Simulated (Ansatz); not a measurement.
This BN structure is the end of a relaxation. The cell was relaxed from a distorted copy of a database structure.

The calculation used DFT PBE, scalar-relativistic, plane waves, PAW (Ansatz 0.2.0). Cutoff 420 eV, Γ-centred mesh, Gaussian smearing, no spin polarisation.

```cif
data_structure
_symmetry_space_group_name_H-M 'P 1'
_symmetry_Int_Tables_number 1
_cell_length_a 2.5121
_cell_length_b 2.5121
_cell_length_c 4.4617
_cell_angle_alpha 91.846
_cell_angle_beta 91.846
_cell_angle_gamma 119.999
_cell_volume 24.33
loop_
_atom_site_label
_atom_site_type_symbol
_atom_site_fract_x
_atom_site_fract_y
_atom_site_fract_z
_atom_site_occupancy
B1 B 0.95834 0.04166 0.50000 1
N1 N 0.29166 0.70834 0.50000 1
```

Formation energies are uncorrected and refer to the elements' standard structures at the same level (N₂ as a molecule).

(1) What space group does it have?

(2) How far does it lie from the elements in energy?

(3) Is it a metal?

## Answers

(1) C2 (No. 5). Conventional cell: a = 2.512 Å, b = 4.351 Å, c = 4.462 Å, β = 93.7°. B is surrounded by 3 N at 1.45 Å; N has 3 B at 1.45 Å.

(2) −1.251 eV/atom. It lies below the elements, which doesn't yet make it stable against other compounds or structures.

(3) No, the gap on the 10×10×6 mesh is 4.40 eV.

The last run used a 10×10×6 mesh (in the run's order of axes) for its 2-atom cell and Gaussian smearing of 0.02 eV. No dispersion correction is applied, so the spacing and binding between layers, chains or molecules are poorly described. Kohn–Sham gaps at this level usually fall short of measured ones. A structure relaxed within its symmetry needn't be a true minimum.
